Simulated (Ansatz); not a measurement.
**How settings move the G0W0 gap of KCl (rocksalt)**

KCl in the rocksalt structure, relaxed with r2SCAN; one-shot G0W0 in Ansatz without spin-orbit coupling. Spin-unpolarised throughout; all numbers are computed.

```
K Cl
1.0
     0.00000    3.14485    3.14485
     3.14485    0.00000    3.14485
     3.14485    3.14485    0.00000
K Cl
1 1
Cartesian
  0.0000 0.0000 0.0000
  3.1448 3.1448 3.1448
```

Gaps are read over the mesh points alone. G0W0 here is at a finite number of bands, screening cutoff and k mesh, not at the basis limit.
```tsv
start	potentials	frequency model	mesh	empty bands	screening cutoff (eV)	Kohn-Sham gap (eV)	G0W0 gap (eV)
PBE	PAW	contour deformation	4×4×4	141	100	5.19	7.82
PBE	PAW	contour deformation	4×4×4	341	180	5.19	8.00
PBE	PAW	contour deformation	4×4×4	661	260	5.19	8.06
HSE06	PAW	contour deformation	4×4×4	341	180	6.51	8.62
r2SCAN	PAW	contour deformation	4×4×4	341	180	5.83	8.35
PBE0	PAW	contour deformation	4×4×4	341	180	7.24	8.83
PBE	PAW	Godby-Needs pole	4×4×4	341	180	5.19	7.99
PBE	PAW	contour deformation	8×8×8	101	80	5.19	7.73
PBE	norm-conserving	contour deformation	4×4×4	341	180	5.19	8.00
```

Over the mesh points the PBE gap of 5.19 eV becomes a quasiparticle gap of 8.06 eV (direct at Γ), a change of +2.87 eV. Renormalisation factors Z lie between 0.80 and 0.87.

Raising bands and cutoff together moves the gap by +0.18 eV (100 to 180 eV), then +0.06 eV (180 to 260 eV); the last step is still large, so the basis limit isn't reached. Starting from HSE06 (6.51 eV against PBE's 5.19 eV) gives 8.62 eV, +0.62 eV from G0W0@PBE at the same screening cutoff. Starting from r2SCAN (5.83 eV against PBE's 5.19 eV) gives 8.35 eV, +0.35 eV from G0W0@PBE at the same screening cutoff. Starting from PBE0 (7.24 eV against PBE's 5.19 eV) gives 8.83 eV, +0.83 eV from G0W0@PBE at the same screening cutoff. The Godby-Needs plasmon pole differs from contour deformation by -0.01 eV. Norm-conserving potentials (wave cutoff 850 eV against 420 eV) shift the quasiparticle gap by 0.00 eV and the PBE gap by 0.00 eV. r2SCAN runs take a wave cutoff of 500 eV.
